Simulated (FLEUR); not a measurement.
# Zn (P6_3/mmc) in FLEUR: notebook, part 2 of 2

FLEUR MaX-R8.1 (later development tree). The steps go on from the part before.

**3. Equation of state, SCAN, 14.41 Å³/atom (volume scaled by 0.94)**

inp.xml reads:

```xml
<?xml version="1.0" encoding="UTF-8" standalone="no"?>
<fleurInput fleurInputVersion="0.39">
   <comment>
      Zn                                                                                                  
   </comment>
   <calculationSetup>
      <cutoffs Kmax="4.32" Gmax="13.4" GmaxXC="13.4" numbands="0"/>
      <scfLoop itmax="60" minDistance="0.00001" maxIterBroyd="15" imix="Anderson" alpha="0.05" precondParam="0.0" spinf="2.0" sdNocoIR="T"/>
      <coreElectrons ctail="F" frcor="F" kcrel="0" coretail_lmax="0"/>
      <xcFunctional name="LibXC" relativisticCorrections="F">
         <LibXCName exchange="mgga_x_scan" correlation="mgga_c_scan"/>
         <AuxGGA exchange="117" correlation="130"/>
      </xcFunctional>
      <magnetism jspins="1"/>
      <soc l_soc="F" theta="0.0" phi="0.0" spav="F"/>
      <expertModes spex="0" secvar="F"/>
      <geometryOptimization l_f="F" forcealpha="1.0" forcemix="BFGS" epsdisp="0.00001" epsforce="0.00001"/>
      <ldaU l_linMix="F" mixParam="0.05" spinf="1.0"/>
   </calculationSetup>
   <cell>
      <bzIntegration valenceElectrons="40.0" mode="hist" fermiSmearingEnergy="0.00183747">
         <kPointListSelection listName="default-1"/>
         <!-- k-points included here -->
         <xi:include xmlns:xi="http://www.w3.org/2001/XInclude" href="kpts.xml"> </xi:include>
      </bzIntegration>
      <!-- symmetry operations included here -->
      <xi:include xmlns:xi="http://www.w3.org/2001/XInclude" href="sym.xml"> </xi:include>
      <bulkLattice scale="0.9795861087">
         <bravaisMatrix>
            <row-1>    5.0455687526819997     0.0000000000000000     0.0000000000000000</row-1>
            <row-2>   -2.5227843763409998     4.3695907163551642     0.0000000000000000</row-2>
            <row-3>    0.0000000000000000     0.0000000000000000     9.3843799347635990</row-3>
         </bravaisMatrix>
      </bulkLattice>
   </cell>
   <atomSpecies>
      <species name="Zinc (Zn)" element="Zn" atomicNumber="30">
         <mtSphere radius="2.27" gridPoints="773" logIncrement="0.016"/>
         <atomicCutoffs lmax="9" lnonsphr="7"/>
         <electronConfig flipSpins="F">
            <coreConfig>(1s1/2) (2s1/2) (2p1/2) (2p3/2)</coreConfig>
            <valenceConfig>(3s1/2) (3p1/2) (3p3/2) (4s1/2) (3d3/2) (3d5/2)</valenceConfig>
         </electronConfig>
         <energyParameters s="4" p="4" d="3" f="4"/>
         <lo type="SCLO" l="0" n="3" eDeriv="0"/>
         <lo type="SCLO" l="1" n="3" eDeriv="0"/>
         <lo type="SCLO" l="1" n="3" eDeriv="1"/>
         <lo type="HELO" l="2" n="4" eDeriv="0"/>
         <lo type="HELO" l="2" n="4" eDeriv="1"/>
         <lo type="SCLO" l="3" n="4" eDeriv="2"/>
      </species>
   </atomSpecies>
   <atomGroups>
      <atomGroup species="Zinc (Zn)">
         <relPos label="                   1">-1.000/3.000 1.000/3.000 -1.000/4.000</relPos>
         <relPos label="                   2">1.000/3.000 -1.000/3.000 1.000/4.000</relPos>
         <force calculate="T" relaxXYZ="TTT"/>
      </atomGroup>
   </atomGroups>
   <output dos="F" band="F" slice="F">
      <checks vchk="F" cdinf="F"/>
      <bandDOS minEnergy="-.5*Htr" maxEnergy="0.5*Htr" sigma="0.015" storeEVData="T"/>
      <vacuumDOS vacdos="F" integ="F" star="F" nstars="0" locx1="0.0" locy1="0.0" locx2="0.0" locy2="0.0" nstm="0" tworkf="0.0"/>
      <unfoldingBand unfoldBand="F" supercellX="1" supercellY="1" supercellZ="1"/>
      <plotting iplot="0" polar="F">
         <plot TwoD="T" vec1="  1.0  0.0  0.0" vec2="  0.0  1.0  0.0" vec3="  0.0  0.0  1.0" zero="  0.0  0.0  0.0" file="plot"/>
      </plotting>
      <chargeDensitySlicing numkpt="0" minEigenval="0.0" maxEigenval="0.0" nnne="0" pallst="F"/>
      <specialOutput eonly="F"/>
      <moessbauerParams electricFieldGradient="T" isomerShift="T" coreHyperfine="T" valenceHyperfine="T"/>
      <magneticCircularDichroism mcd="F" energyLo="-10.0" energyUp="0.0"/>
   </output>
  <!-- We include the file relax.xml here to enable relaxations (see documentation) -->
  <xi:include xmlns:xi="http://www.w3.org/2001/XInclude" href="relax.xml"> <xi:fallback/> </xi:include>
</fleurInput>
```

Potentials or basis: all-electron, FLAPW.

Run with:

```
$ inpgen -f crystal.txt -profile fastHighL
$ # inp.xml edited to the form shown
$ fleur_MPI
```

It took 49 s on 1 thread of Arm Neoverse V1, shared host; peak memory 0.08 GiB.

It converged, with:

```
Free energy                                           : -97767.8571 eV
Band gap on the k mesh                                : none (metal or under the smearing width)
Valence electrons inside the program's atomic spheres : Zn 18.71 (radii Zn 2.27 bohr)
```

Caveat: the meta-GGA is that of a development version, with a GGA for the radial functions and cores and without core tails.

**4. Equation of state, SCAN, 14.72 Å³/atom (volume scaled by 0.96)**

inp.xml: that of step 3 with these lines changed.

```diff
@@ -27,3 +27,3 @@
       <xi:include xmlns:xi="http://www.w3.org/2001/XInclude" href="sym.xml"> </xi:include>
-      <bulkLattice scale="0.9795861087">
+      <bulkLattice scale="0.9864848297">
          <bravaisMatrix>
```

Run with:

```
$ inpgen -f crystal.txt -profile fastHighL
$ # inp.xml edited to the form shown
$ fleur_MPI
```

Run time: 51 s. Hardware: 1 thread of Arm Neoverse V1, shared host; peak memory 0.09 GiB.

The run converged. Its results:

* Free energy: -97767.8464 eV
* Band gap on the k mesh: none (metal or under the smearing width)
* Valence electrons inside the program's atomic spheres: Zn 18.69 (radii Zn 2.27 bohr)

Caveat: the meta-GGA is that of a development version, with a GGA for the radial functions and cores and without core tails.

**5. Equation of state, SCAN, 15.33 Å³/atom**

inp.xml: that of step 4 with these lines changed.

```diff
@@ -27,3 +27,3 @@
       <xi:include xmlns:xi="http://www.w3.org/2001/XInclude" href="sym.xml"> </xi:include>
-      <bulkLattice scale="0.9864848297">
+      <bulkLattice scale="1.0000000000">
          <bravaisMatrix>
```

Run with:

```
$ inpgen -f crystal.txt -profile fastHighL
$ # inp.xml edited to the form shown
$ fleur_MPI
```

Wall time 53 s (1 thread of Arm Neoverse V1, shared host); peak memory 0.09 GiB.

It converged, with:

- Free energy: -97767.8071 eV
- Band gap on the k mesh: none (metal or under the smearing width)
- Valence electrons inside the program's atomic spheres: Zn 18.66 (radii Zn 2.27 bohr)

Caveat: the meta-GGA is that of a development version, with a GGA for the radial functions and cores and without core tails.

**6. Equation of state, SCAN, 15.94 Å³/atom (volume scaled by 1.04)**

inp.xml: that of step 5 with these lines changed.

```diff
@@ -27,3 +27,3 @@
       <xi:include xmlns:xi="http://www.w3.org/2001/XInclude" href="sym.xml"> </xi:include>
-      <bulkLattice scale="1.0000000000">
+      <bulkLattice scale="1.0131594038">
          <bravaisMatrix>
```

Potentials or basis: all-electron, FLAPW.

Run with:

```
$ inpgen -f crystal.txt -profile fastHighL
$ # inp.xml edited to the form shown
$ fleur_MPI
```

Run time: 58 s. Hardware: 1 thread of Arm Neoverse V1, shared host; peak memory 0.09 GiB.

The run converged. Its results:

- Free energy: -97767.7489 eV
- Band gap on the k mesh: none (metal or under the smearing width)
- Valence electrons inside the program's atomic spheres: Zn 18.63 (radii Zn 2.27 bohr)

Caveat: the meta-GGA is that of a development version, with a GGA for the radial functions and cores and without core tails.

**7. Equation of state, SCAN, 16.25 Å³/atom (volume scaled by 1.06)**

inp.xml: that of step 6 with these lines changed.

```diff
@@ -27,3 +27,3 @@
       <xi:include xmlns:xi="http://www.w3.org/2001/XInclude" href="sym.xml"> </xi:include>
-      <bulkLattice scale="1.0131594038">
+      <bulkLattice scale="1.0196128224">
          <bravaisMatrix>
```

Run with:

```
$ inpgen -f crystal.txt -profile fastHighL
$ # inp.xml edited to the form shown
$ fleur_MPI
```

Run time: 60 s. Hardware: 1 thread of Arm Neoverse V1, shared host; peak memory 0.09 GiB.

It converged, with:

```yaml
Free_energy: -97767.7140 eV
Band_gap_on_the_k_mesh: none (metal or under the smearing width)
Valence_electrons_inside_the_program's_atomic_spheres: Zn 18.62 (radii Zn 2.27 bohr)
```

Caveat: the meta-GGA is that of a development version, with a GGA for the radial functions and cores and without core tails.

**8. Equation of state, SCAN**

Potentials or basis: all-electron, FLAPW.

No new run: the results of the series are fitted here.

Results:

| Property | Result |
| --- | --- |
| Equilibrium volume | 14.12 Å³/atom (rough: see the caveat) |
| Bulk modulus at fixed shape and positions | 97 GPa (rough) |

Energy against volume, from the lowest point:
| volume (Å³/atom) | energy (meV/atom) |
| --- | --- |
| 14.410 | 0.00 |
| 14.716 | 5.31 |
| 15.330 | 24.97 |
| 15.943 | 54.10 |
| 16.249 | 71.54 |

Caveat: the minimum lies outside the volumes run; the meta-GGA is that of a development version, with a GGA for the radial functions and cores and without core tails; the cell was scaled at fixed shape and fractional positions, which overstates the stiffness of a crystal with free parameters, most of all of layers and chains.
